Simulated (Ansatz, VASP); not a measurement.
Two plane-wave programs on Si

```xyz
1
Lattice="-1.6117 1.6043 1.3848 1.6117 -1.6989 1.5012 1.6117 1.6989 -1.5012" Properties=species:S:1:pos:R:3 pbc="T T T"
Si    0.0000    0.0000    0.0000
```

Alike in both runs: task single point; functional PBE; k mesh 18 × 18 × 18; occupations gaussian, width 0.1 eV; no spin polarisation.

|  | VASP | Ansatz |
| --- | --- | --- |
| version | VASP 6.6.1 | Ansatz 0.2.0 |
| potentials or method | VASP PAW PBE potentials, release 64 (Si) | scalar-relativistic, plane waves, PAW |
| plane-wave cutoff (eV) | 520 | 420 |
| valence electrons in the cell | 4 | 4 |

```tsv
	VASP	Ansatz	Ansatz less VASP
gap on the k mesh at the Fermi level (eV)	none	none	-
pressure (GPa)	-4.3	-4.3	+0.02
largest component of the traceless stress (GPa)	2.10	2.09	-0.007
```

A gap of «none» marks a metal or a gap that the smearing closes. The functional is the same, so the differences come from potentials, cutoffs and numerics.
